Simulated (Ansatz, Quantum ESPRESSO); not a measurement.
# 2H-MoS2, 1 layer: the energy at a withheld member of a series

**Set-up.** Quantum ESPRESSO 7.5, PBE, GBRV ultrasoft. Cell and atoms are first relaxed; each strained cell is then held and the atoms relax in it. A periodic run with 15 Å of vacuum in the starting cell gives the vacuum levels, and bands follow along a path. The series steps biaxial strain. Energies count from the lowest.

```
biaxial strain  energy (eV)
          -4 %       0.1570
          -3 %       0.0869
          -2 %       0.0379
          -1 %       0.0095
           0 %       0.0000
           1 %       0.0086
           2 %       0.0343
           3 %       0.0761
```

One more run was made and is withheld. What is the energy at 4 %?

**Worked estimate.** The rows at 2 % and 3 % give a slope of (0.0761 − (0.0343))/(3 − (2)) = 0.0418, so a straight line gives 0.1179 eV. A parabola through these and the row at 1 % gives 0.1340 eV.

**Check.** 0.1328 eV. The line misses by −0.0149 and the parabola by +0.0012 eV. The parabola does better.

Caveats: Semilocal gaps are too small; the 1×1 cell can't ripple over many cells under compression as a free sheet would. No spin-orbit coupling.

[Logs are printed without paths, hosts, clocks, repeated set-up lines and the standing remarks that a program may print on its own settings, such as how far it seeks lower states.]
